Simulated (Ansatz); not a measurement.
Here is an Ansatz 0.2.0 calculation.

The input input.yaml:

```yaml
crystal:
  lattice:
    - [1.579, 0.9116360751, 6.1633333333]
    - [-1.579, 0.9116360751, 6.1633333333]
    - [0.0, -1.8232721501, 6.1633333333]
  atoms:
    - { symbol: W, position: [0.0, 0.0, 0.0] }
    - { symbol: S, position: [0.581, 0.581, 0.581] }
    - { symbol: S, position: [0.7503, 0.7503, 0.7503] }
kpoints:
  mp_grid: { grid: [10, 10, 10] }
  band_path:
    path:
      - [0.0, 0.0, 0.0]
      - [0.5, 0.0, 0.0]
      - [0.5, 0.1812521368, -0.1812521368]
    npoints: 6
scf:
  occupations: { method: fermi_dirac, width: 0.05 }
hamiltonian:
  xc: lda
  pseudopotentials: { kind: all_electron, lapw: { basis_error: 0.002 } }
output:
  forces: true
  stress: true
  eigenvalues: true
```

Potentials or basis: all-electron LAPW, scalar-relativistic.

Command:

```sh
$ ansatz run input.yaml --threads 2 --pin off --max-ram 8192MiB --backend cpu --events-out ev --progress --plain --runs-dir out
```

Q: Predict the largest force.

A: 0.585 eV/Å.

Q: Estimate the band gap along the path.

A: 1.94 eV, direct.

Q: Estimate the pressure.

A: -3.6 GPa.

Q: What does it give for the band gap on the k mesh?

A: 0.99 eV, indirect (least direct gap 2.22 eV).

Stress tensor (GPa, compression positive):
```
-3.75  0.00  0.00
 0.00 -3.75  0.00
 0.00  0.00 -3.31
```

Caveat: spin-orbit coupling is left out, which moves the levels of the heavy elements.
